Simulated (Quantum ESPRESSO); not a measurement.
# FeO (Wuestite) in Quantum ESPRESSO: the effect of target pressure

The system is FeO (Wuestite).

```
Fe O
1.0
     0.00000    2.15540    2.15540
     2.15540    0.00000    2.15540
     2.15540    2.15540    0.00000
Fe O
1 1
Direct
  0.00000 0.00000 0.00000
  0.50000 0.50000 0.50000
```

Alike in all runs:

* Program: Quantum ESPRESSO 7.5
* Task: relaxation of cell and atoms
* Functional: PBEsol
* Potentials or basis: GBRV 1.5 PBEsol
* Cutoff: 871 eV
* Density cutoff: 7007 eV
* k mesh: 11 × 11 × 11
* Occupations: fermi-dirac, width 0.05 eV
* Spin: collinear spin, ferromagnetic start
* Starting moments: [3.0, 0.0] μB

Each run relaxes the cell or the atoms first.

Q: One run gave: relaxed volume 8.81 Å³/atom. Which target pressure did it use?
A. 20 GPa
B. 0 GPa
C. 5 GPa
D. 10 GPa
E. 30 GPa

A: A.

| target pressure | relaxed volume (Å³/atom) |
| --- | --- |
| 0 GPa | 9.57 |
| 2 GPa | 9.48 |
| 5 GPa | 9.36 |
| 10 GPa | 9.17 |
| 20 GPa | 8.81 |
| 30 GPa | 8.47 |

Caveats: a cell with one magnetic atom can't hold antiferromagnetic order, which such compounds often take; the volume moved by over 15 % at a fixed basis, so the end points are rough (some runs).
